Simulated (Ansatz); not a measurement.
Band structure of CaO

```
CELL_PARAMETERS angstrom
0.00000 2.62183 2.62183
2.62183 0.00000 2.62183
2.62183 2.62183 0.00000
ATOMIC_POSITIONS crystal
Ca 0.00000 0.00000 0.00000
O 0.25000 0.25000 0.25000
```

Atoms are numbered in the order listed.

The cell was built from the zincblende type and relaxed in the same program, and has space group F-43m; it needn't be a known or the stable phase.

Theory: DFT, PBE, all-electron LAPW, scalar-relativistic in Ansatz 0.2.0.

The runs use a Γ-centred 11×11×11 k mesh, Fermi–Dirac smearing of 0.05 eV, basis error target 0.25 meV/atom, no spin polarisation.

Points in fractions of the reciprocal vectors of this cell: Γ (0, 0, 0), X (-0.5, -0.5, 0), U (-0.375, -0.375, 0.25), K (-0.375, 0, 0.375), L (0, 0, 0.5), W (-0.5, -0.25, 0.25). The path joins them by straight lines in the order Γ–X–U–K–Γ–L–W–X; legs that retrace an earlier one aren't tabulated. Energies are in eV from the top of the valence band.

Task: Metal or insulator at this level of theory?

Result: An insulator or semiconductor: gap 3.27 eV, indirect from X (-0.5, -0.5, 0) to Γ.

Task: Tabulate bands 10 to 15, counted from the lowest band of the run, along the path.

Result: 
```json
{"k (1/Å)": "0.00", "point": "Γ", "band 10": "-14.75", "band 11": "-0.59", "band 12": "-0.59", "band 13": "-0.59", "band 14": "3.27", "band 15": "7.90"}
{"k (1/Å)": "0.30", "point": "", "band 10": "-14.61", "band 11": "-0.85", "band 12": "-0.51", "band 13": "-0.51", "band 14": "3.99", "band 15": "7.29"}
{"k (1/Å)": "0.60", "point": "", "band 10": "-14.31", "band 11": "-1.20", "band 12": "-0.32", "band 13": "-0.32", "band 14": "5.36", "band 15": "6.31"}
{"k (1/Å)": "0.90", "point": "", "band 10": "-14.06", "band 11": "-1.36", "band 12": "-0.10", "band 13": "-0.10", "band 14": "5.15", "band 15": "6.62"}
{"k (1/Å)": "1.20", "point": "X", "band 10": "-13.97", "band 11": "-1.38", "band 12": "0.00", "band 13": "0.00", "band 14": "4.91", "band 15": "6.58"}
{"k (1/Å)": "1.30", "point": "", "band 10": "-13.96", "band 11": "-1.36", "band 12": "-0.02", "band 13": "-0.01", "band 14": "4.91", "band 15": "6.57"}
{"k (1/Å)": "1.41", "point": "", "band 10": "-13.96", "band 11": "-1.28", "band 12": "-0.07", "band 13": "-0.03", "band 14": "4.92", "band 15": "6.56"}
{"k (1/Å)": "1.52", "point": "", "band 10": "-13.96", "band 11": "-1.17", "band 12": "-0.16", "band 13": "-0.06", "band 14": "4.94", "band 15": "6.59"}
{"k (1/Å)": "1.62", "point": "U", "band 10": "-13.97", "band 11": "-1.04", "band 12": "-0.27", "band 13": "-0.10", "band 14": "4.99", "band 15": "6.69"}
{"k (1/Å)": "1.81", "point": "", "band 10": "-13.98", "band 11": "-0.92", "band 12": "-0.42", "band 13": "-0.08", "band 14": "5.05", "band 15": "6.62"}
{"k (1/Å)": "1.99", "point": "", "band 10": "-13.98", "band 11": "-0.80", "band 12": "-0.57", "band 13": "-0.06", "band 14": "5.09", "band 15": "6.52"}
{"k (1/Å)": "2.17", "point": "", "band 10": "-13.98", "band 11": "-0.92", "band 12": "-0.42", "band 13": "-0.08", "band 14": "5.05", "band 15": "6.62"}
{"k (1/Å)": "2.36", "point": "K", "band 10": "-13.97", "band 11": "-1.04", "band 12": "-0.27", "band 13": "-0.10", "band 14": "4.99", "band 15": "6.69"}
{"k (1/Å)": "2.67", "point": "", "band 10": "-14.07", "band 11": "-0.73", "band 12": "-0.61", "band 13": "-0.25", "band 14": "5.45", "band 15": "7.22"}
{"k (1/Å)": "2.99", "point": "", "band 10": "-14.30", "band 11": "-0.98", "band 12": "-0.45", "band 13": "-0.40", "band 14": "5.39", "band 15": "7.18"}
{"k (1/Å)": "3.31", "point": "", "band 10": "-14.60", "band 11": "-0.83", "band 12": "-0.54", "band 13": "-0.52", "band 14": "4.05", "band 15": "7.51"}
{"k (1/Å)": "3.63", "point": "Γ", "band 10": "-14.75", "band 11": "-0.59", "band 12": "-0.59", "band 13": "-0.59", "band 14": "3.27", "band 15": "7.90"}
{"k (1/Å)": "3.89", "point": "", "band 10": "-14.64", "band 11": "-0.76", "band 12": "-0.55", "band 13": "-0.55", "band 14": "3.81", "band 15": "7.74"}
{"k (1/Å)": "4.15", "point": "", "band 10": "-14.42", "band 11": "-0.98", "band 12": "-0.45", "band 13": "-0.45", "band 14": "4.93", "band 15": "7.57"}
{"k (1/Å)": "4.40", "point": "", "band 10": "-14.22", "band 11": "-1.01", "band 12": "-0.37", "band 13": "-0.37", "band 14": "5.81", "band 15": "7.66"}
{"k (1/Å)": "4.66", "point": "L", "band 10": "-14.15", "band 11": "-0.98", "band 12": "-0.34", "band 13": "-0.34", "band 14": "6.09", "band 15": "7.80"}
{"k (1/Å)": "4.88", "point": "", "band 10": "-14.12", "band 11": "-0.93", "band 12": "-0.40", "band 13": "-0.30", "band 14": "5.91", "band 15": "7.33"}
{"k (1/Å)": "5.09", "point": "", "band 10": "-14.05", "band 11": "-0.82", "band 12": "-0.53", "band 13": "-0.19", "band 14": "5.48", "band 15": "6.85"}
{"k (1/Å)": "5.30", "point": "", "band 10": "-13.98", "band 11": "-0.80", "band 12": "-0.57", "band 13": "-0.06", "band 14": "5.09", "band 15": "6.52"}
{"k (1/Å)": "5.51", "point": "W", "band 10": "-13.95", "band 11": "-0.82", "band 12": "-0.55", "band 13": "0.00", "band 14": "4.94", "band 15": "6.40"}
{"k (1/Å)": "5.66", "point": "", "band 10": "-13.95", "band 11": "-0.98", "band 12": "-0.39", "band 13": "0.00", "band 14": "4.94", "band 15": "6.43"}
{"k (1/Å)": "5.81", "point": "", "band 10": "-13.96", "band 11": "-1.19", "band 12": "-0.19", "band 13": "0.00", "band 14": "4.92", "band 15": "6.49"}
{"k (1/Å)": "5.96", "point": "", "band 10": "-13.96", "band 11": "-1.33", "band 12": "-0.05", "band 13": "0.00", "band 14": "4.91", "band 15": "6.55"}
{"k (1/Å)": "6.11", "point": "X", "band 10": "-13.97", "band 11": "-1.38", "band 12": "0.00", "band 13": "0.00", "band 14": "4.91", "band 15": "6.58"}
```

Kohn–Sham gaps of semilocal functionals usually fall short of measured ones.
